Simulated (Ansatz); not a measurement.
# Al2Cu (P4/mmm) in Ansatz: convergence with ecutfock ratio

Aim: find how far ecutfock ratio must go before the results for Al2Cu settle, at HSE06. This setting moves, with any that are tied to it; all else stays.

Everything below comes from runs of Ansatz 0.2.0. Logs are shortened: lines on timing, memory, paths and dates and some standing lists are left out, and cuts for length are marked.

**1. Starting point**

The structure is tetragonal, space group P4/mmm (No. 123). Conventional cell: a = 4.105 Å, b = 4.105 Å, c = 2.891 Å, α = 90.00°, β = 90.00°, γ = 90.00°. Cu (site symmetry 4/mmm) has 8 Al at 2.51 Å as nearest neighbours. Al (site symmetry mmm) is surrounded by 4 Cu at 2.51 Å.

The cell comes from a database or a generator and needn't be the stable form of this composition.

**2. With ecutfock ratio 1**

Input file input.yaml:

```yaml
crystal:
  lattice:
    - [4.105182, 0.0, 0.0]
    - [0.0, 4.105182, 0.0]
    - [0.0, 0.0, 2.891313]
  atoms:
    - { symbol: Cu, position: [0.0, 0.0, 0.0] }
    - { symbol: Al, position: [0.0, 0.5, 0.5] }
    - { symbol: Al, position: [0.5, 0.0, 0.5] }
hamiltonian:
  xc: hse06
  pseudopotentials: { kind: paw }
kpoints:
  mp_grid: { grid: [4, 4, 5] }
scf:
  occupations: { method: cold, width: 0.05 }
  exx: { ecutfock_ratio: 1 }
output:
  forces: true
  stress: true
  eigenvalues: true
```

Potentials or basis: Ansatz PAW.

Command:

```bash
> ansatz run input.yaml --threads 2 --pin off --max-ram 5632MiB --backend cpu --events-out ev --progress --plain --runs-dir out
```

It took 20 s on 2 threads of Arm Neoverse N1, shared host; peak memory 0.72 GiB.

Results:

* Free energy: -7699.8952 eV
* Pressure: -0.5 GPa
* Band gap on the k mesh: none (metal or under the smearing width)

**3. With ecutfock ratio 2**

Edit input.yaml of step 2 so:

```diff
@@ -16,3 +16,3 @@
   occupations: { method: cold, width: 0.05 }
-  exx: { ecutfock_ratio: 1 }
+  exx: { ecutfock_ratio: 2 }
 output:
```

Potentials or basis: Ansatz PAW.

Command:

```bash
> ansatz run input.yaml --threads 2 --pin off --max-ram 5632MiB --backend cpu --events-out ev --progress --plain --runs-dir out
```

Wall time 22 s (2 threads of Arm Neoverse N1, shared host); peak memory 0.79 GiB.

What came out:

| Item | Value |
| --- | --- |
| Free energy | -7699.9960 eV |
| Pressure | -0.6 GPa |
| Band gap on the k mesh | none (metal or under the smearing width) |

**4. With ecutfock ratio 3**

Edit input.yaml of step 3 so:

```diff
@@ -16,3 +16,3 @@
   occupations: { method: cold, width: 0.05 }
-  exx: { ecutfock_ratio: 2 }
+  exx: { ecutfock_ratio: 3 }
 output:
```

Command:

```bash
> ansatz run input.yaml --threads 2 --pin off --max-ram 5632MiB --backend cpu --events-out ev --progress --plain --runs-dir out
```

It took 26 s on 2 threads of Arm Neoverse N1, shared host; peak memory 0.88 GiB.

It converged, with:

```
Free energy            : -7699.9965 eV
Pressure               : -0.6 GPa
Band gap on the k mesh : none (metal or under the smearing width)
```

**5. With ecutfock ratio 4**

Edit input.yaml of step 4 so:

```diff
@@ -16,3 +16,3 @@
   occupations: { method: cold, width: 0.05 }
-  exx: { ecutfock_ratio: 3 }
+  exx: { ecutfock_ratio: 4 }
 output:
```

Potentials or basis: Ansatz PAW.

Command:

```bash
> ansatz run input.yaml --threads 2 --pin off --max-ram 5632MiB --backend cpu --events-out ev --progress --plain --runs-dir out
```

The log of the run:

```text
Warning: output.stress: scf.convergence.dr2_threshold = 1e-7 eV (the SCF's general default) is looser than the 3e-10 eV advised for a printed stress (1e-10 eV for each atom of the cell: 3). What an SCF threshold leaves in a stress goes as its square root, and in the free energy as the threshold itself, and one threshold admits the most on a small cell: of the crystals measured, under no hybrid functional and no lock of the moments, on runs that ended without the residual-converged pass, on stresses that held no estimate of that error, the worst erred by over 100 MPa in a component at 1e-7 eV an atom and by under 5 at 1e-10. Set scf.convergence.dr2_threshold to 3e-10 eV or tighter. The threshold is an SCF's pass mark: one that does not reach it within its budget of iterations ends unconverged, or closes short of it on a stop that the run arms, and scf.convergence.dr2_threshold's page says what that costs each kind of run
Warning: output.stress: scf.exx.energy_threshold = 1e-6 eV is looser than the 3e-8 eV advised for a stress under a hybrid functional (1e-8 eV for each atom of the cell: 3). Every SCF of the exchange loop can meet its threshold on dr2 while the loop round them stops early: no threshold on dr2 bounds what that leaves in the stress. Set scf.exx.energy_threshold to 3e-8 eV or tighter. The threshold is the loop's pass mark: a loop that does not reach it within its budget of cycles ends unconverged, and scf.exx.energy_threshold's page has the law
Warning: RAYON_NUM_THREADS=2 ignored (pool sized by the plan → 2); use --threads N
Engine: ansatz 0.2.0, aarch64-unknown-linux-gnu
Pseudopotentials: kind: paw
Pseudopotential: Cu, paw, valence charge 19, recommended cutoff 420 eV (normal), Cu.paw.azcp
Pseudopotential: Al, paw, valence charge 3, recommended cutoff 420 eV (normal), Al.paw.azcp
Functional definition: HSE06
  parameter a = 0.25
  parameter omega = 0.11/bohr
  exchange = pbe_x - a*pbe_x_sr(omega) + a*exact_x_sr(omega)
  correlation = pbe_c
Crystal: 3 atoms, lattice volume = 48.726 Å³
Basis set: ecut = 420 eV, 945 PW (Γ), exchange–correlation on 60×60×40 points (8 copies of the dense FFT grid, shifted against one another)
Bands: 17, of which v1, the nominal top of the filled ones, is band 13 counted from 1 (12 counted from 0)
Symmetry: 16 space group operations
Space group: P4/mmm (ITA 123), of the structure as read, at distance tolerance 3.7e-5 Å
k-points: 18 of 80
Non-local potential: Cu, projectors of the file, l = 0: 3, l = 1: 2, l = 2: 3, l = 3: 1
Non-local potential: Al, projectors of the file, l = 0: 2, l = 1: 2, l = 2: 1
PAW form: soft (Blöchl's): semilocal exchange-correlation on the pseudo side does not see the compensation charge
PAW frozen core: Cu, regenerated for the run's functional, and the local potential with it (the file was generated under x = pbe(κ = 0.804, μ = 0.2195149727645171), c = pbe(β = 0.06672455060314922))
PAW frozen core: Al, regenerated for the run's functional, and the local potential with it (the file was generated under x = pbe(κ = 0.804, μ = 0.2195149727645171), c = pbe(β = 0.06672455060314922))
PAW one-centre angular grid: Cu, 590 points (default); XC on 64 Gauss nodes
PAW one-centre angular grid: Al, 110 points (default); XC on 64 Gauss nodes
Initial density: superposition of atomic densities (neutral atoms: chi_scale 0, normalization atom), corrected by the library's trained network
Initial wavefunctions: pseudopotential atomic-orbital guess
Functional: x = pbe(κ = 0.804, μ = 0.2195149727645171), c = pbe(β = 0.06672455060314922), warm-up for x = pbe(κ = 0.804, μ = 0.2195149727645171) + 0.25 (exact − pbe) at short range (hse, ω = 0.20786987370883472 Å⁻¹), c = pbe(β = 0.06672455060314922); HSE06 as pw.x's `hse` composes it (authors' and Libxc's form: `xc: wpbeh`)
SCF iter   1: F=—  HF=-7700.325650 eV  |F-HF|=—  |Δ(HF+E_count)|=         —  Δρ=5.52e-3  dr2=1.03e-2  ethr=1.77e-3  ⟨swp⟩=8.8  Hψ=1530  notcnv=0
preconditioner: auto → Kerker (q_TF=auto, 2.441 Å⁻¹)  [metal: Δε(μ)=0.197 eV  Ē_g=8.144 eV  σ=0.050 eV  W_gap=0.49  n_scr=10 (ndim 8)  ℏωp=21.9 eV  f_vac=0.000  D(μ)=4.40/eV (n_scr^D=46)]
iter 2 solved again at ethr=3.23e-6 eV; its pass at ethr=4.11e-5 eV (dr2=8.06e-4 eV) is discarded
SCF iter   2: F=—  HF=-7700.325190 eV  |F-HF|=—  |Δ(HF+E_count)|=   4.60e-4  S|Δr|=    0.00e0  Δρ=1.23e-3  dr2=8.01e-4  ethr=3.23e-6  ⟨swp⟩=2.6  Hψ=1361  notcnv=0  defer=1
SCF iter   3: F=—  HF=-7700.325002 eV  |F-HF|=—  |Δ(HF+E_count)|=   1.88e-4  S|Δr|=    0.00e0  Δρ=9.47e-4  dr2=5.29e-4  ethr=3.20e-6  ⟨swp⟩=3.0  Hψ=593  notcnv=0
[... 30 lines left out ...]
SCF iter   4: F=—  HF=-7699.996477 eV  |F-HF|=—  |Δ(HF+E_count)|=   1.28e-7  S|Δr|=    0.00e0  Δρ=7.88e-6  dr2=6.09e-8  ethr=1.11e-9  ⟨swp⟩=3.3  Hψ=693  notcnv=0  defer=3
SCF iter   5: F=-7699.996477 eV  HF=-7699.996477 eV  |F-HF|=4.98e-9  |Δ(HF+E_count)|=   1.49e-8  S|Δr|=    0.00e0  Δρ=2.56e-6  dr2=8.02e-9  ethr=2.42e-10  ⟨swp⟩=3.5  Hψ=652  notcnv=0  defer=6
SCF 3 converged in 5 iterations: F = -7699.996477 eV  dr2 = 8.02e-9
  Residual-converged pass: ⟨swp⟩=3.1  Hψ=695  notcnv=0  max |occ|·‖R‖ = 2.3e-6 eV (tolerance 2.4e-6 eV)  dr2=7.90e-9  dr2_onsite=2.06e-9  max |Δocc| = 2.5e-13
hybrid outer 2: dexx = +6.507e-7 eV, tail = 5.63e-8 eV, Δε = 4.48e-3 eV (about 1.88e-4 eV left of the loop's levels)
hybrid SCF converged: 2 outer / 11 inner (+10 warm-up), last move |dexx| = 6.51e-7 eV, tail = 5.63e-8 eV
Stability not checked: this state was not tested for a lower state beside it, because the functional holds exact exchange (a hybrid, or Hartree-Fock), whose exchange loop this test does not read (fock_operator; see scf.lower_state_search)
Free energy (F): -7699.996477 eV
Frozen-core exchange: fock
Harris-Foulkes:  -7699.996477 eV  (|F-HF|=4.98e-9)
Internal energy: -7699.994833 eV  (E = F + TS)
E sigma→0 (E₀):  -7699.995929 eV
Entropy (-TS):   -0.001644 eV (-0.548 meV/atom)
Fermi energy:    9.418491 eV
--- Per-component energies (eV) ---
  E_band       = -556.071662
  E_kinetic    = 345.848895
  E_local      = -6204.191842  (includes V_loc(G=0)·N_el)
  E_nonlocal   = 414.159070
  E_hartree    = 2801.745463
  E_xc         = -137.160230
  E_vxc        = -139.812594  (∫ρ·V_xc dr)
  E_exx        = -115.432457  (= α·E_x^exact, valence–valence)
  E_paw        = -2517.168835  (= ΣΔE_a)
  E_vpaw       = -344.704703  (= ΣTr[D̂ρ^β])
  E_aug_tail   = 0.000260  (compensation charges beyond the density's cutoff)
  E_ewald      = -2287.480215
  E_core_change = -0.314962  (= ΣΔE_core)
  E_smearing   = -0.001644  (= −TS)
  E_closure    = 0.000020  (closes the sum)
  Σ components = -7699.996477   (vs F -7699.996477, Δ=0.00e0)
--- Forces (eV/Å), atoms counted from 1 ---
  atom   1  Cu    -0.00000000    -0.00000000     0.00000000
  atom   2  Al     0.00000000     0.00000000     0.00000000
  atom   3  Al    -0.00000000     0.00000000     0.00000000
  max |Σ_I F_I| component: 1.45e-30 eV/Å
--- Stress (GPa, compression-positive) ---
        0.331980       0.000000       0.000000
        0.000000       0.331980       0.000000
        0.000000       0.000000      -2.317783
  P = ⅓ Tr σ = -0.5513 GPa (-5.513 kbar)
--- Band table (eV; the first three rows and the last of 18) ---
  k-point 0: bands = ["-110.7300", "-66.5074", "-66.5074", "-66.4844", "-2.6313", "2.5865", "2.9056", "3.5609", "3.8763", "3.8763", "6.4842", "6.4842", "9.2069", "10.5148", "15.9939", "16.1694", "16.1694"]
  k-point 1: bands = ["-110.7297", "-66.5073", "-66.5073", "-66.4893", "-1.8231", "2.7959", "3.1589", "3.4196", "3.4196", "3.6250", "7.6784", "7.6784", "9.7027", "10.5661", "11.0888", "16.8070", "16.8070"]
  k-point 2: bands = ["-110.7292", "-66.5070", "-66.5070", "-66.4971", "0.5012", "2.9427", "2.9427", "3.1389", "3.1727", "3.7299", "5.8753", "10.4338", "10.4338", "11.2859", "12.3996", "14.2834", "14.2834"]
  k-point 17: bands = ["-110.7293", "-66.5064", "-66.5064", "-66.4969", "2.3852", "2.3852", "3.4376", "3.7163", "3.9075", "4.5252", "5.8943", "5.8943", "7.7121", "9.8466", "10.2693", "10.2693", "12.7706"]
```

Run time: 25 s. Hardware: 2 threads of Arm Neoverse N1, shared host; peak memory 0.89 GiB.

What came out:

| Property | Result |
| --- | --- |
| Free energy | -7699.9965 eV |
| Pressure | -0.6 GPa |
| Band gap on the k mesh | none (metal or under the smearing width) |

**6. Result**

```tsv
ecutfock ratio	energy less the tightest run, at zero smearing (meV/atom)	SCF cycles	CPU time (s)	peak memory (GiB)
1	33.75	21	36	0.72
2	0.17	21	41	0.79
3	0.00	21	47	0.88
4	0.00	21	47	0.89
```

Against the tightest run, the energy stays within 1 meV/atom from 2 on. The tightest run that finished is the yardstick and may itself not be fully converged.

Caveats: all runs use coarse meshes; the PAW data sets come from PBE, with cores solved anew for the run's functional, which leaves a small shift of forces and pressure; the thresholds are loose for stress.
